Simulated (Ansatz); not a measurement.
An input for Ansatz 0.2.0 (Pt):

File input.yaml:

```yaml
crystal:
  lattice:
    - [0.021284, 1.916172, 1.942197]
    - [1.98469, -0.008598, 1.972079]
    - [1.992968, 1.954332, -0.016876]
  atoms:
    - { symbol: Pt, spin: 0.5, position_ang: [-0.036541357, 0.094735828, -0.116580102] }
hamiltonian:
  xc: pbesol
  pseudopotentials: { kind: nc, source: spms }
magnetization:
  spin_polarized: true
kpoints:
  mp_grid: { grid: [12, 12, 12] }
scf:
  occupations: { method: cold, width: 0.01 }
output:
  forces: true
  stress: true
  eigenvalues: true
```

Potentials or basis: SPMS NC.

Command:

```sh
$ ansatz run input.yaml --threads 1 --pin off --max-ram 2560MiB --backend cpu --events-out ev --progress --plain --runs-dir out
```

Task: Does this run start?

Result: The run stopped without a result. It printed:

Output:

```text
Error: inconsistent input (hamiltonian.pseudopotentials.source, hamiltonian.xc, hamiltonian.pseudopotentials.xc_functional): this build's library has no table of `source: spms` for `kind: nc` and the PBEsol files: it has one for `kind: nc` and the PBE files. Leave `source` out
```
